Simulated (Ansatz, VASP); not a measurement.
**Al in VASP and in Ansatz**

```xyz
4
Lattice="-2.3803 4.1227 0.0000 -4.7605 0.0000 0.0000 -2.3803 1.3742 4.3319" Properties=species:S:1:pos:R:3 pbc="T T T"
Al   -4.7605    2.7485    0.2447
Al   -7.1408    4.1227    1.9213
Al   -4.7605    2.7485    4.0872
Al   -2.3803    1.3742    2.4106
```

Alike in both runs: task single point; functional r2SCAN; k mesh 6 × 6 × 6; occupations gaussian, width 0.1 eV; no spin polarisation.

```csv
,VASP,Ansatz
version,VASP 6.6.1,Ansatz 0.2.0
potentials or method,"VASP PAW PBE potentials, release 64 (Al)","scalar-relativistic, plane waves, PAW"
plane-wave cutoff (eV),520,500
valence electrons in the cell,12,12
```

```csv
,VASP,Ansatz,Ansatz less VASP
gap on the k mesh at the Fermi level (eV),none,none,-
rms of the force components (eV/Å),0.359,0.363,+0.0039
```

Atom by atom the forces differ by 0.004 eV/Å (rms over components). A gap of «none» marks a metal or a gap that the smearing closes. With one functional, cell and mesh, what is left measures potentials, basis and numerics.

Caveats: the PAW data sets were made with another functional, which shifts forces and pressure a little (VASP).
